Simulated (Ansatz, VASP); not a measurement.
**C in VASP and in Ansatz**

```
C
1.0
     0.00000    1.73702    1.73702
     1.73702    0.00000    1.73702
     1.73702    1.73702    0.00000
C
2
Direct
  0.50000 0.50000 0.50000
  0.75000 0.75000 0.75000
```

Alike in both runs: task single point; functional LDA; k mesh 12 × 12 × 12; occupations gaussian, width 0.05 eV; no spin polarisation.

|  | VASP | Ansatz |
| --- | --- | --- |
| version | VASP 6.6.1 | Ansatz 0.2.0 |
| potentials or method | VASP PAW LDA potentials, release 64 (C) | scalar-relativistic, plane waves, PAW |
| plane-wave cutoff (eV) | 520 | 520 |
| valence electrons in the cell | 8 | 8 |

```tsv
	VASP	Ansatz	Ansatz less VASP
gap on the k mesh at the Fermi level (eV)	4.32	4.33	+0.008
least direct gap on the mesh (eV)	5.77	5.76	-0.002
pressure (GPa)	27.2	25.2	-1.98
```

Ansatz warned: «pseudo_functional_mismatch».

Caveats: so large a pressure means that the cell lies far from this level's equilibrium, or that cutoff or potentials fall short (VASP).
